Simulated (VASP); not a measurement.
Band gaps of CsBr (CsCl type) from VASP (PAW), without and with spin-orbit coupling. Semilocal levels are at their own relaxed cell, hybrids and mBJ at PBE's; 0.00 means no gap at that level. Unless said otherwise, spin-orbit coupling is left out, though it shifts the bands of the heavy elements here.

The cell of the PBEsol run:

CsBr has the cubic space group Pm-3m (No. 221), the CsCl type structure, Pearson symbol cP2. Cell: a = b = c = 4.2482 Å, α = β = γ = 90.00°. Cs on 1a has 8 Br at 3.679 Å (cubic). Br on 1b is surrounded by 8 Cs at 3.679 Å (cubic). (Neighbours: up to the widest gap in distance over summed covalent radii, below 1.35, at either atom; cation-cation and far metal-metal contacts left out.)

```json
[
 {"level": "PBEsol", "gap without SOC (eV)": "4.42", "gap with SOC (eV)": "[?]", "shift (eV)": "[?]"}
]
```

### Question
Some entries are withheld; supply them.

### Answer

- PBEsol, gap with SOC (eV): 4.23
- PBEsol, shift (eV): -0.19

Only levels that ran to the end are used. Left out are those held back, those with too coarse a band path, GW runs whose mesh misses a band edge, hybrids' fits of cells that aren't cubic and levels without matching references; a question may draw on a part of the rest.

The compound is CsBr in the CsCl type structure. It was relaxed first. Symmetry was kept, so distortions that lower it aren't found.
